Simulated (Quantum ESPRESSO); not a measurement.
Crystal: ZrN.

```
Zr N
1.0
     0.00000    2.30000    2.30000
     2.30000    0.00000    2.30000
     2.30000    2.30000    0.00000
Zr N
1 1
Direct
  0.50000 0.50000 0.50000
  0.00000 0.00000 0.00000
```

* Program: Quantum ESPRESSO 7.5
* Task: Hubbard U by linear response
* Functional: PBE
* Potentials or basis: GBRV 1.5 PBE
* Cutoff: 612 eV
* Density cutoff: 4898 eV
* k mesh: 8 × 8 × 8
* Occupations: cold, width 0.136 eV
* Spin: no spin polarisation
* Hubbard terms: Zr d U = 6 eV
* Start of the occupations: default
* Hubbard projectors: ortho-atomic
* Mixing beta: 0.3
* Most SCF iterations: 120
* SCF threshold: 4e-10 Ry
* q mesh: 2 × 2 × 2

**Question.** What Hubbard parameters does linear response give?

**Answer.** U = 2.78 eV on Zr 4d. The values belong to these projectors, potentials and this ground state, and don't carry over to other codes.

Hubbard U from linear response:
```
site  manifold  U (eV)
   1     Zr-4d    2.78
```
On the first site the bare response is -0.705 and the screened one -0.235 eV⁻¹.

Eigenvalues of the final occupation matrices:
| site | spin | trace | eigenvalues |
| --- | --- | --- | --- |
| Zr 1 4d | each | 1.29 | 0.25 0.25 0.26 0.26 0.26 |

Caveat: U without spin polarisation on a metal has little footing.
